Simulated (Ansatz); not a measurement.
# LiH (zincblende type): how the settings move a single-point run

Question: which choices in the input matter for LiH (zincblende type)?

Computed with Ansatz 0.2.0 (reference: DFT, PBE, PAW with Ansatz's default frozen-core files, scalar-relativistic, unless a step's input says otherwise).

## Step 1: The starting structure

The structure is cubic, space group F-43m (No. 216). The conventional cell has a = 4.346 Å, b = 4.346 Å, c = 4.346 Å, α = 90.00°, β = 90.00°, γ = 90.00°. Around Li (site symmetry -43m) lie 4 H at 1.88 Å. H (site symmetry -43m) has 4 Li at 1.88 Å as nearest neighbours.

Coordinates:

```cif
data_structure
_symmetry_space_group_name_H-M 'F-43m'
_symmetry_Int_Tables_number 216
_cell_length_a 4.3462
_cell_length_b 4.3462
_cell_length_c 4.3462
_cell_angle_alpha 90.000
_cell_angle_beta 90.000
_cell_angle_gamma 90.000
_cell_volume 82.09
loop_
_atom_site_label
_atom_site_type_symbol
_atom_site_symmetry_multiplicity
_atom_site_Wyckoff_symbol
_atom_site_fract_x
_atom_site_fract_y
_atom_site_fract_z
_atom_site_occupancy
Li1 Li 4 a 0.00000 0.00000 0.00000 1
H1 H 4 d 0.25000 0.25000 0.75000 1
```

## Step 2: The reference run

Contents of input.yaml:

```yaml
crystal:
  lattice:
    - [0.0, 2.1730771716, 2.1730771716]
    - [2.1730771716, 0.0, 2.1730771716]
    - [2.1730771716, 2.1730771716, 0.0]
  atoms:
    - { symbol: Li, position: [0.0, 0.0, 0.0] }
    - { symbol: H, position: [0.25, 0.25, 0.25] }
kpoints:
  mp_grid: { grid: [13, 13, 13] }
scf:
  occupations: { method: fermi_dirac, width: 0.05 }
hamiltonian:
  xc: pbe
  pseudopotentials: { kind: paw }
output:
  forces: true
  stress: true
  eigenvalues: true
  efg: { contact_densities: true }
  write_density: true
  write_potential: true
  elf: true
  volumetric_format: npy
```

On the command line:

```bash
$ ansatz run input.yaml --threads 1 --pin off --max-ram 2048MiB --backend cpu --events-out ev --progress --plain --runs-dir out
```

## Step 3: Changed: preconditioner none, ecutrho_ratio 12

input.yaml: that of step 2 with these lines changed.

```diff
@@ -12,2 +12,3 @@
   occupations: { method: fermi_dirac, width: 0.05 }
+  mixing: { preconditioner: none }
 hamiltonian:
@@ -24 +25,3 @@
   volumetric_format: npy
+basis:
+  ecutrho_ratio: 12
```

What does the calculation give? Wanted: for each run, ending; energy change; pressure; gap; force.

As calculated:

```
                                     run     ending  energy change  pressure (GPa)  gap (eV)  force (eV/Å)  cycles   time
                               reference  converged              0            -1.0      4.27          0.00       6  1.2 s
1: preconditioner none, ecutrho_ratio 12  converged   0.0 meV/atom            -1.0      4.27          0.00       6  1.3 s
```

Residual by cycle in the longest SCF loop of each run; runs are numbered as in the table. The quantity is the density residual dr2, in eV.

```
cycle  reference    run 1
    1     6.7e-4   6.7e-4
    2     6.9e-5   6.9e-5
    3     1.0e-6   1.0e-6
    4     8.8e-9   8.0e-9
    5    2.0e-10  1.8e-10
    6    4.9e-13  3.0e-13
```

**Reading.** Changing the mixing and numerical grids leaves the energy as it was (0.0 meV/atom).

These are semilocal Kohn-Sham gaps, which aren't the measured quantity. Such gaps usually fall short of the measured ones.
